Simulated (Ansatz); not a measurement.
# NbC: the change of energy less free atoms and pressure with volume per atom

Periodic Kohn-Sham DFT of a crystal at fixed atoms; pressure and stress are positive in compression; the energy is the free energy less that of spherical unpolarised free atoms; site moments are those in the method's own spheres, positive along +z. The results are calculated, by Ansatz 0.2.0.

Cell of the first row (space group Fm-3m, No. 225):
```
NbC
1.0
      0.0000     2.1551     2.1551
      2.1551     0.0000     2.1551
      2.1551     2.1551     0.0000
Nb C
1 1
Direct
  0.00000 0.00000 0.00000
  0.50000 0.50000 0.50000
```

Settings of every row: method all-electron LAPW; functional PBEsol; relativity scalar; k mesh 14x14x14; filling fermi-dirac; smearing width 0.08 eV; basis error target 0.25 meV/atom; nucleus gaussian.

Atom start moment: 0 on all atoms.

| row | volume per atom (Å³) | energy less free atoms (eV/atom) | pressure (GPa) |
| --- | --- | --- | --- |
| 1 | 10.009 | -10.7948 | 37.372 |
| 2 | 10.014 | -10.7961 | 37.123 |
| 3 | 10.222 | -10.8381 | 27.902 |
| 4 | 10.329 | -10.8552 | 23.515 |
| 5 | 10.435 | -10.8694 | 19.344 |
| 6 | 10.648 | -10.8899 | 11.607 |
| 7 | 10.754 | -10.8964 | 8.021 |
| 8 | 10.861 | -10.9006 | 4.612 |
| 9 | 10.967 | -10.9025 | 1.369 |
| 10 | 11.074 | ? | ? |
| 11 | 11.287 | -10.8963 | -7.433 |

Question: what energy less free atoms and pressure should row 10 give?

Worked fit of energy less free atoms. Take u = (V_r/V)^(2/3) − 1 with V_r = 10.541 Å³ an atom, which is twice the finite (Eulerian) strain; such expansions in the strain, on which the Birch-Murnaghan equation of state is built, carry the rest volume and the bulk modulus. The shown rows have u = 0.03513, 0.03478, 0.0207, 0.01364, 0.00676, -0.00671, -0.01325, -0.01974, -0.02607, -0.04456. Least squares give energy less free atoms = −10.88086 + 1.521 × u + 26.379 × u² eV/atom; a straight line predicts inner rows, each left out in turn, worse (root mean square 0.015 against 5.2e-05 eV/atom). The rows lie off it by 0.0001, 0.0000, 0.0000, 0.0000, 0.0000, 0.0000, 0.0000, 0.0000, 0.0001, 0.0000. Its lowest point lies at u = -0.0288, or V = 11.01 Å³ an atom, and the curvature there gives the bulk modulus at fixed shape and fractions, B = (4/9)(1 + u)² E″(u)/V = 322 GPa. The withheld row has u = -0.03235, so the fit gives −10.88086 + 1.521 × (-0.03235) + 26.379 × (-0.03235)² = -10.9025 eV/atom.

The calculation gave -10.9024 eV/atom. The fit lies 0.0001 eV/atom (0.093 % of the column's range) below it, one unit of the last digit.

Worked fit of pressure. Take u = (V_r/V)^(2/3) − 1 with V_r = 10.541 Å³ an atom, which is twice the finite (Eulerian) strain; such expansions in the strain, on which the Birch-Murnaghan equation of state is built, carry the rest volume and the bulk modulus. The shown rows have u = 0.03513, 0.03478, 0.0207, 0.01364, 0.00676, -0.00671, -0.01325, -0.01974, -0.02607, -0.04456. Least squares give pressure = 15.4007 + 575.341 × u + 1416.09 × u² GPa; a straight line predicts inner rows, each left out in turn, worse (root mean square 0.8 against 0.011 GPa). The rows lie off it by 0.012, -0.001, -0.015, 0.003, -0.011, 0.003, -0.005, 0.017, 0.005, -0.008 (root mean square 0.0095 GPa). The pressure vanishes at u = -0.0288, or V = 11.01 Å³ an atom, and there the bulk modulus at fixed shape and fractions is B = −V dP/dV = (2/3)(1 + u) dP/du = 320 GPa. The withheld row has u = -0.03235, so the fit gives 15.4007 + 575.341 × (-0.03235) + 1416.09 × (-0.03235)² = -1.730 GPa.

The calculation gave -1.714 GPa. The fit lies 0.016 GPa (0.036 % of the column's range) below it; its largest miss of a shown row is 0.017 GPa.
